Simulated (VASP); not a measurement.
```
SrF2
1.0
    0.00000     2.93205     2.93205
    2.93205     0.00000     2.93205
    2.93205     2.93205     0.00000
Sr F
1 2
Direct
  0.00000   0.00000   0.00000
  0.75000   0.75000   0.75000
  0.25000   0.25000   0.25000
```

All values below come from PBE GGA, VASP's PBE PAW potentials (set 64) (plane waves; VASP). Settings: 400 eV cut-off, 8×8×8 Γ-centred mesh shifted by (0.5, 0.5, 0.5), Gaussian smearing of 0.050 eV, potentials Sr_sv F.

At this cut-off the stress carries a Pulay error, which pulls relaxed volumes low.

What does the run give for the energy per atom (σ→0), pressure?

The energy per atom (σ→0) is -5.702 eV/atom and the pressure comes out as -7.12 GPa.

Total energies compare only between runs with the same potentials, cut-off and functional.

The structure comes from a computed database's SrF2 entry; how it stands against other phases isn't given here. The cell was not relaxed at this level.
